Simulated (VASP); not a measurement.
The system is Lu.

```
CELL_PARAMETERS angstrom
-1.95411 1.95411 1.95411
1.95411 -1.95411 1.95411
1.95411 1.95411 -1.95411
ATOMIC_POSITIONS crystal
Lu 0.00000 0.00000 0.00000
```

This isn't the form of Lu at room conditions, which is hcp.

Base run:

| Property | Result |
| --- | --- |
| Program | VASP 6.6.1 |
| Functional | PBE |
| Potentials or basis | VASP PAW PBE potentials, release 64 (Lu) |
| Cutoff | 520 eV |
| k mesh | 10 × 10 × 10 |
| Occupations | gaussian, width 0.1 eV |
| Spin | no spin polarisation |

Its results: band gap on the k mesh none (metal or under the smearing width); pressure -0.3 GPa.

The run is repeated on the same cell with these changes: functional from PBE to LDA; further incar settings from ALGO = Fast; EDIFF = 1.00e-06; NBANDS = 18 to ALGO = Fast; EDIFF = 1e-07; NBANDS = 18. What comes out?

Band gap on the k mesh none (metal or under the smearing width); pressure -5.2 GPa.

Caveats: ASE's xc='lda' writes no GGA tag, so the PBE potentials set the functional and the run is PBE (some runs); the PAW data sets were made with another functional, which shifts forces and pressure a little (some runs).
